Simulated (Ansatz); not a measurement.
# SrCl2: the cost of one run

Program: Ansatz 0.2.0. Level of theory: DFT PBE, scalar-relativistic, plane waves, PAW. These are calculated values, not measurements.

1 further run of the same task is left out (set aside as unsound or not needed).

## 1. Starting point

It takes space group Fm-3m (No. 225, cubic). Conventional cell: a = 6.971 Å, b = 6.971 Å, c = 6.971 Å, α = 90.00°, β = 90.00°, γ = 90.00°. Around Sr (site symmetry m-3m) lie 8 Cl at 3.02 Å. Around Cl (site symmetry -43m) lie 4 Sr at 3.02 Å.

Coordinates:

```cif
data_structure
_symmetry_space_group_name_H-M 'Fm-3m'
_symmetry_Int_Tables_number 225
_cell_length_a 6.9710
_cell_length_b 6.9710
_cell_length_c 6.9710
_cell_angle_alpha 90.000
_cell_angle_beta 90.000
_cell_angle_gamma 90.000
_cell_volume 338.75
loop_
_atom_site_label
_atom_site_type_symbol
_atom_site_symmetry_multiplicity
_atom_site_Wyckoff_symbol
_atom_site_fract_x
_atom_site_fract_y
_atom_site_fract_z
_atom_site_occupancy
Sr1 Sr 4 a 0.00000 0.00000 0.00000 1
Cl1 Cl 8 c 0.25000 0.75000 0.75000 1
```

The structure comes from the Crystallography Open Database.

## 2. Random moves and strain, cell strained

What differs from the listed cell: strain xx, yy, zz, yz, xz, xy = +1.6, +1.9, +3.3, -0.2, +0.7, -0.4 %; atoms moved by 0.03 Å root mean square, at most 0.04 Å.

File input.yaml:

```yaml
crystal:
  lattice:
    - [0.00773781, 3.54454437, 3.591842605]
    - [3.56531795, -0.0230043, 3.622584715]
    - [3.52683803, 3.53680656, 0.01547562]
  atoms:
    - { symbol: Sr, position: [-0.0034442691, 0.0072371252, -0.0019236838] }
    - { symbol: Cl, position: [0.2547468082, 0.2508047626, 0.2464868742] }
    - { symbol: Cl, position: [0.7486988954, 0.7419595467, 0.7554353751] }
basis:
  ecutwfc: 420
kpoints:
  mp_grid: { grid: [6, 6, 6] }
hamiltonian:
  xc: pbe
scf:
  occupations: { method: gaussian, width: 0.02 }
output:
  forces: true
  stress: true
  eigenvalues: true
```

Launch:

```console
> ansatz run input.yaml --threads 1 --pin off --max-ram 1331MiB --backend cpu --events-out ev --progress --plain --runs-dir out
```

What time and memory should one allow on 1 thread of an x86-64 CPU, shared host?

About 16 s, with a peak of 0.51 GiB.
